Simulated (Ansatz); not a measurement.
SrO (rocksalt), relaxed with r2SCAN in the plane-wave code Ansatz. The symmetry is Fm-3m (No. 225, cubic); conventional cell a = 5.160 Å, 17.17 Å³ an atom. Sr is surrounded by 6 O at 2.58 Å; O is surrounded by 6 Sr at 2.58 Å.

The axes x, y and z are those of this cell:
```xyz
2
Lattice="0.0000 2.5799 2.5799 2.5799 0.0000 2.5799 2.5799 2.5799 0.0000" Properties=species:S:1:pos:R:3 pbc="T T T"
Sr    0.0000    0.0000    0.0000
O     2.5799    2.5799    2.5799
```

Unstrained: PBE gives an indirect gap of 3.318 eV, from Γ to X; the least direct gap is 3.403 eV at X. The r2SCAN gap is indirect, 3.799 eV (Γ to X), below the direct gap of 3.880 eV at X. The HSE06 gap is indirect, 4.794 eV (Γ to X), below the direct gap of 4.890 eV at X. Meshes: PBE 8×8×8, r2SCAN 8×8×8, HSE06 6×6×6. Strains are changes of length per length. After each strain the atoms were relaxed again with r2SCAN within the symmetry that the strain leaves, so tilts or polar shifts that break it weren't tested; points keep the names that they have in the unstrained zone. Spin-unpolarised throughout; all numbers are computed.

Question: For epitaxial -1.0 % in the plane normal to [111], how far does the free direction move, and what happens to the gap?

Answer: The normal strain at zero normal stress is +0.65 %, 0.65 of the in-plane strain with the sign turned. PBE: the gap goes from 3.318 to 3.298 eV (-0.020 eV); with r2SCAN the top three valence levels at Γ, degenerate before, become 2+1 from the top over 36 meV. r2SCAN: the gap goes from 3.799 to 3.780 eV (-0.019 eV). HSE06: the gap goes from 4.794 to 4.778 eV (-0.016 eV).

Question: Estimate what uniaxial +2.0 % along x, other directions held does to the gap.

Answer: PBE: the gap goes from 3.318 to 3.285 eV (-0.033 eV); with r2SCAN the top three valence levels at Γ, degenerate before, become 2+1 from the top over 59 meV. r2SCAN: the gap goes from 3.799 to 3.763 eV (-0.036 eV). HSE06: the gap goes from 4.794 to 4.758 eV (-0.036 eV). The r2SCAN energy rises by 3.6 meV an atom.

Question: Estimate what epitaxial -0.5 % in the xy plane, free normal strain +0.25 % does to the gap.

Answer: PBE: the gap goes from 3.318 to 3.297 eV (-0.021 eV); with r2SCAN the top three valence levels at Γ, degenerate before, become 2+1 from the top over 25 meV. r2SCAN: the gap goes from 3.799 to 3.779 eV (-0.020 eV). HSE06: the gap goes from 4.794 to 4.778 eV (-0.016 eV). The r2SCAN energy rises by 0.6 meV an atom.

Question: Apply isotropic -2.0 % on every length. How far does the gap move, against the unstrained cell?

Answer: PBE: the gap goes from 3.318 to 3.283 eV (-0.035 eV). r2SCAN: the gap goes from 3.799 to 3.769 eV (-0.030 eV). HSE06: the gap goes from 4.794 to 4.779 eV (-0.015 eV). The r2SCAN energy rises by 19.4 meV an atom.

Question: One strain changed the r2SCAN stress by xx +0.50, yy +0.50, zz +1.95 GPa (compression positive) and the gap by -0.053 eV (PBE), -0.054 eV (r2SCAN), -0.045 eV (HSE06). Which kind of strain was it, and roughly how large?

Answer: Uniaxial -1.0 % along z, other directions held. The pattern of the stress gives the kind; the size needs the stiffness, so it is an estimate.

The meshes of the hybrids are coarse, so their gaps aren't converged to the digits shown.

The splittings at Γ are without spin-orbit coupling, which regroups them where it is of like size or larger.
